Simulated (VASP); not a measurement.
The system is CuO.

```
CELL_PARAMETERS angstrom
2.55255 0.00000 0.00000
0.00000 2.55255 0.00000
0.00000 0.00000 2.55255
ATOMIC_POSITIONS crystal
Cu 0.00000 0.00000 0.00000
O 0.50000 0.50000 0.50000
```

Measurements of this composition are mostly on another form, of space group No. 15.

* Program: VASP 6.6.1
* Task: relaxation of cell and atoms
* Functional: MS2
* Potentials or basis: VASP PAW PBE potentials, release 64 (Cu, O)
* Cutoff: 600 eV
* k mesh: 10 × 10 × 10
* Occupations: gaussian, width 0.05 eV
* Spin: no spin polarisation

At the start: pressure 8.2 GPa; volume 8.32 Å³/atom.

Problem. Where does the relaxation end?

Solution. Over 4 steps the energy falls by 10.2 meV/atom and the volume is 8.68 Å³/atom (+4.3 %); space group Pm-3m (No. 221, to 0.05 Å).

The path:
```csv
step,energy change (eV),largest force (eV/Å),pressure (GPa),volume (Å³)
1,0.0000,0.0000,8.19,16.63
2,-0.0186,0.0000,-3.21,17.68
3,-0.0206,0.0000,-0.68,17.42
4,-0.0204,0.0000,-0.09,17.35
```

Final structure:
```yaml
crystal:
  lattice:
    - [2.58897, 0.00000, 0.00000]
    - [0.00000, 2.58897, 0.00000]
    - [0.00000, 0.00000, 2.58897]
  atoms:
    - { symbol: Cu, position: [0.00000, 0.00000, 0.00000] }
    - { symbol: O, position: [0.50000, 0.50000, 0.50000] }
```

Caveat: the PAW data sets were made with another functional, which shifts forces and pressure a little; an odd number of electrons without spin polarisation forces a metal; a magnetic or distorted state may lie lower; the run has no spin polarisation, though such a crystal can be magnetic.
